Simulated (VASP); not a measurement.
Here is a VASP 6.6.1 calculation.

File INCAR:

```
SYSTEM = AlP
PREC = Accurate ; ENCUT = 600
EDIFF = 1E-7 ; ISMEAR = 0
SIGMA = 0.02 ; LREAL = .False.
LASPH = .True. ; NELM = 60
ALGO = Normal ; ISIF = 3
LWAVE = .False. ; LCHARG = .False.
GGA = PS ; IBRION = 2
NSW = 100 ; EDIFFG = -0.005
```

The input KPOINTS:

```
regular mesh
0
Gamma
  8 8 8
  0 0 0
```

The input POSCAR:

```
AlP
1.0
    0.0000000000      2.7255000000      2.7255000000
    2.7255000000      0.0000000000      2.7255000000
    2.7255000000      2.7255000000      0.0000000000
Al P
1 1
Direct
    0.0000000000      0.0000000000      0.0000000000
    0.2500000000      0.2500000000      0.2500000000
```

Potentials or basis: VASP PAW PBE potentials, release 64 (Al, P).

The run is started by

```console
$ cat potpaw_PBE.64/Al/POTCAR potpaw_PBE.64/P/POTCAR > POTCAR
$ mpirun -np 1 vasp_std > vasp.out
```

Q: Predict the relaxed cell.

A: a = 3.869 Å, b = 3.869 Å, c = 3.869 Å, α = 60.00°, β = 60.00°, γ = 60.00°.

Q: Predict the relaxed volume.

A: 20.47 Å³/atom.

Q: Estimate the band gap on the k mesh.

A: 1.45 eV, indirect (least direct gap 3.15 eV).

Q: Predict the space group after relaxing (to 0.05 Å).

A: F-43m (No. 216).

Step by step:
```
step  energy change (eV)  largest force (eV/Å)  pressure (GPa)  volume (Å³)
   1              0.0000                0.0000            1.00        40.49
   2             -0.0009                0.0000           -0.60        41.24
   3             -0.0014                0.0000            0.00        40.95
```

Caveat: the PAW data sets were made with another functional, which shifts forces and pressure a little. A k mesh can miss the band edges.
